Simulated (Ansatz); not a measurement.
# TaN: the cost of one run

Computed with Ansatz 0.2.0 (DFT LDA, scalar-relativistic, plane waves, PAW, unless a step's input says otherwise).

5 further runs of the same task are left out: 5 set aside as unsound or not needed.

## 1. The system as given

The structure is cubic, space group Fm-3m (No. 225). The conventional cell has a = 4.349 Å, b = 4.349 Å, c = 4.349 Å, α = 90.00°, β = 90.00°, γ = 90.00°. Ta (site symmetry m-3m) has 6 N at 2.17 Å as nearest neighbours. Around N (site symmetry m-3m) lie 6 Ta at 2.17 Å.

Coordinates:

```cif
data_structure
_symmetry_space_group_name_H-M 'P 1'
_symmetry_Int_Tables_number 1
_cell_length_a 3.0749
_cell_length_b 3.0749
_cell_length_c 3.0749
_cell_angle_alpha 60.000
_cell_angle_beta 60.000
_cell_angle_gamma 60.000
_cell_volume 20.56
loop_
_atom_site_label
_atom_site_type_symbol
_atom_site_fract_x
_atom_site_fract_y
_atom_site_fract_z
_atom_site_occupancy
Ta1 Ta 0.50000 0.50000 0.50000 1
N1 N 0.00000 0.00000 0.00000 1
```

It is the result of an earlier relaxation at this level (volume 10.28 Å³/atom; gap on the mesh: none (metal)).

## 2. Plan of the line

The energy is mapped over a normal mode and a strain (zone-centre modes of the cell shown) (x along [1 0 0], y along [0 1 0], z along [0 0 1] of the conventional cell).

- amplitude of mode 4 (424 cm⁻¹), largest displacement in the unstrained cell: 9 values from −0.245 to 0.245 Å
- equal normal strain along x and y: 7 values from −4.00 to 4.00 %

Nothing else is relaxed (the pattern is fixed in fractional coordinates). Energies count from the relaxed high-symmetry cell. Points are written as (first, second).

The modes come from a phonon run on the reference cell, made beforehand.

The patterns, per unit of each coordinate (Å):

| atom | x1 | y1 | z1 |
| --- | --- | --- | --- |
| Ta1 | -0.077 | 0.000 | 0.000 |
| N2 | 1.000 | 0.000 | 0.000 |

## 3. Point (−0.245 Å, 4.00 %)

Input file input.yaml:

```yaml
crystal:
  lattice:
    - [0.0, 2.261240149, 2.174269374]
    - [2.261240149, 0.0, 2.174269374]
    - [2.261240149, 2.261240149, 0.0]
  atoms:
    - { symbol: Ta, position: [0.495638716, 0.504361284, 0.504361284] }
    - { symbol: "N", position: [0.0563407651, -0.0563407651, -0.0563407651] }
basis:
  ecutwfc: 520.0
kpoints:
  mp_grid: { grid: [18, 18, 18] }
hamiltonian:
  xc: lda
scf:
  occupations: { method: gaussian, width: 0.15 }
output:
  forces: true
  stress: true
  eigenvalues: true
```

Started as:

```console
> ansatz run input.yaml --threads 1 --pin off --max-ram 2048MiB --backend cpu --events-out ev --progress --plain --runs-dir out
```

**Question.** How long does this run take on 1 thread of Intel Xeon 6975P-C (Granite Rapids), shared host, and how much memory does it need?

About 14 s, with a peak of 0.72 GiB.
